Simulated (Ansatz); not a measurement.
Crystal: Pb.

```
Pb
1.0
     3.48000    0.00000    0.00000
    -1.74000    3.01377    0.00000
     0.00000    0.00000    5.59000
Pb
2
Direct
  0.66667 0.33333 0.75000
  0.33333 0.66667 0.25000
```

This isn't the form of Pb at room conditions, which is fcc.

Base run:

| Property | Result |
| --- | --- |
| Program | Ansatz 0.2.0 |
| Functional | r2SCAN |
| Potentials or basis | Ansatz PAW |
| Cutoff | 500 eV (not typed: the program's choice for these potentials) |
| k mesh | 9 × 9 × 5 |
| Occupations | fermi-dirac, width 0.05 eV |
| Spin | no spin polarisation |

Its results: band gap on the k mesh none (metal or under the smearing width); pressure 2.9 GPa.

Task: After a change of settings the same cell gave: band gap on the k mesh none (metal or under the smearing width); pressure 5.3 GPa. Which change was it?
A. functional from r2SCAN to LDA; cutoff from 500 eV (not typed: the program's choice for these potentials) to 420 eV (not typed: the program's choice for these potentials)
B. functional from r2SCAN to PBEsol; cutoff from 500 eV (not typed: the program's choice for these potentials) to 420 eV (not typed: the program's choice for these potentials)
C. functional from r2SCAN to revPBE; cutoff from 500 eV (not typed: the program's choice for these potentials) to 420 eV (not typed: the program's choice for these potentials)
D. functional from r2SCAN to BLYP; cutoff from 500 eV (not typed: the program's choice for these potentials) to 420 eV (not typed: the program's choice for these potentials)

Result: C.

Caveats: spin-orbit coupling is left out, which moves the levels of the heavy elements; the PAW data sets come from PBE, with cores solved anew for the run's functional, which leaves a small shift of forces and pressure.
